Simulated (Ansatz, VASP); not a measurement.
**Two plane-wave programs on Ta2C**

```
CELL_PARAMETERS angstrom
3.07620 0.00000 0.00000
-1.53810 2.66407 0.00000
0.00000 0.00000 4.89046
ATOMIC_POSITIONS crystal
Ta 0.33333 0.66667 0.25323
Ta 0.66667 0.33333 0.74677
C 0.00000 0.00000 0.00000
```

Alike in both runs: functional LDA; k mesh 15 × 15 × 8; occupations gaussian, width 0.1 eV; no spin polarisation.

Ansatz relaxed the structure, and its values are those at the end. VASP's run is a single point on that final structure, the one shown.

|  | VASP | Ansatz |
| --- | --- | --- |
| version | VASP 6.6.1 | Ansatz 0.2.0 |
| potentials or method | VASP PAW LDA potentials, release 64 (Ta_pv, C) | scalar-relativistic, plane waves, PAW |
| plane-wave cutoff (eV) | 520 | 420 |
| valence electrons in the cell | 26 | 30 |

|  | VASP | Ansatz | Ansatz less VASP |
| --- | --- | --- | --- |
| gap on the k mesh at the Fermi level (eV) | none | none | - |
| pressure (GPa) | 1.4 | 0.0 | -1.44 |
| rms of the force components (eV/Å) | 0.027 | 0.000 | -0.0269 |

A gap of «none» marks a metal or a gap that the smearing closes. The two sets of potentials don't hold the same shells in valence.

Spin-orbit coupling is left out, which matters for the levels of Ta.
